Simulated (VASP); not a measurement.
Input of a VASP 6.6.1 run:

File POSCAR:

```
As
1.0
    1.8839956731      1.0877254090      3.3215676018
   -1.8839956731      1.0877254090      3.3215676018
    0.0000000000     -2.1754508181      3.3215676018
  As
     2
Direct
     0.7690925403518207    0.7690925403518207    0.7690925403518136
     0.2309074596481793    0.2309074596481793    0.2309074596481864
```

The input INCAR.step1:

```
SYSTEM = As
ALGO     = Normal         ! electronic algorithm
EDIFF    = 1E-8           ! SCF threshold, eV
EDIFFG   = -0.002         ! ionic threshold
ENCUT    = 600            ! plane-wave cutoff, eV
IBRION   = 2              ! ionic algorithm
ISIF     = 3              ! what is computed and relaxed
ISMEAR   = 1              ! smearing method
KPAR     = 2            
LASPH    = .TRUE.         ! aspherical terms in the spheres
LCHARG   = .FALSE.        ! write CHGCAR
LREAL    = .FALSE.        ! projectors in reciprocal space
LWAVE    = .FALSE.        ! write WAVECAR
NELM     = 80             ! most SCF steps
NSW      = 40             ! ionic steps
PREC     = Accurate       ! precision mode
SIGMA    = 0.2            ! smearing width, eV
```

Contents of INCAR.step2:

```
SYSTEM = As
ALGO     = Normal         ! electronic algorithm
EDIFF    = 1E-8           ! SCF threshold, eV
ENCUT    = 600            ! plane-wave cutoff, eV
IBRION   = 6              ! ionic algorithm
ISIF     = 2              ! what is computed and relaxed
ISMEAR   = 1              ! smearing method
KPAR     = 2            
LASPH    = .TRUE.         ! aspherical terms in the spheres
LCHARG   = .FALSE.        ! write CHGCAR
LREAL    = .FALSE.        ! projectors in reciprocal space
LWAVE    = .FALSE.        ! write WAVECAR
NELM     = 80             ! most SCF steps
NFREE    = 2            
NSW      = 1              ! ionic steps
POTIM    = 0.015          ! step
PREC     = Accurate       ! precision mode
SIGMA    = 0.2            ! smearing width, eV
```

File KPOINTS:

```
k-points
0
G
  22 22 22
  0 0 0
```

Potentials or basis: VASP PAW LDA potentials, release 64 (As).

Run with:

```console
$ cat potpaw_LDA.64/As/POTCAR > POTCAR
$ cp INCAR.step1 INCAR
$ mpirun -np 2 vasp_std > vasp.out
$ cp CONTCAR POSCAR
$ cp INCAR.step2 INCAR
$ mpirun -np 2 vasp_std > vasp.out
```

Question: What does it give for the highest phonon frequency at Γ?

Answer: 231 cm⁻¹.

Question: What does it give for the space group after relaxing (to 0.05 Å)?

Answer: R-3m (No. 166).

Question: Predict the relaxed cell.

Answer: a = 3.975 Å, b = 3.975 Å, c = 3.975 Å, α = 56.59°, β = 56.59°, γ = 56.59°.

Final structure:
```xyz
2
Lattice="1.8839 1.0877 3.3265 -1.8839 1.0877 3.3265 0.0000 -2.1754 3.3265" Properties=species:S:1:pos:R:3 pbc="T T T"
As    0.0000    0.0000    7.6763
As    0.0000    0.0000    2.3032
```
